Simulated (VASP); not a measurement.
Set up this calculation in VASP 6.6.1, as the native input.

| Property | Result |
| --- | --- |
| Task | single point |
| Functional | LDA |
| Potentials or basis | VASP PAW LDA potentials, release 64 (Ag, Cl) |
| Cutoff | 520 eV |
| k mesh | 8 × 8 × 8 |
| Occupations | gaussian, width 0.02 eV |
| Spin | no spin polarisation |
| Dipole correction | no |
| Further INCAR settings | ALGO = Normal; EDIFF = 1e-06; NBANDS = 16 |

The structure of AgCl lies in POSCAR:

```
AgCl
1.0
    0.0000000000      2.6774789666      2.6774789666
    2.6774789666      0.0000000000      2.6774789666
    2.6774789666      2.6774789666      0.0000000000
Ag Cl
1 1
Direct
    0.0000000000      0.0000000000      0.0000000000
    0.5000000000      0.5000000000      0.5000000000
```

The cell is a database's computed one.

One way to write it, as run:

INCAR

```
PREC = Accurate
ENCUT = 520
EDIFF = 1E-6
ISMEAR = 0
SIGMA = 0.02
LREAL = False
LASPH = True
NELM = 100
ALGO = Normal
ISIF = 2
LWAVE = False
LCHARG = False
NBANDS = 16
```

KPOINTS

```
Automatic mesh
0
Gamma
  8 8 8
```

Potentials or basis: VASP PAW LDA potentials, release 64 (Ag, Cl).

Command:

```console
$ cat potpaw_LDA.64/Ag/POTCAR potpaw_LDA.64/Cl/POTCAR > POTCAR
$ mpirun -np 1 vasp_std > vasp.out
```

It gave:

```yaml
Pressure: 0.0 GPa
Band_gap_on_the_k_mesh: 0.66 eV, indirect (least direct gap 3.36 eV)
```

Wall time 10 s on 1 thread of Intel(R) Xeon(R) Platinum 8488C (Sapphire Rapids), with other jobs on the host, peak memory 0.14 GiB.
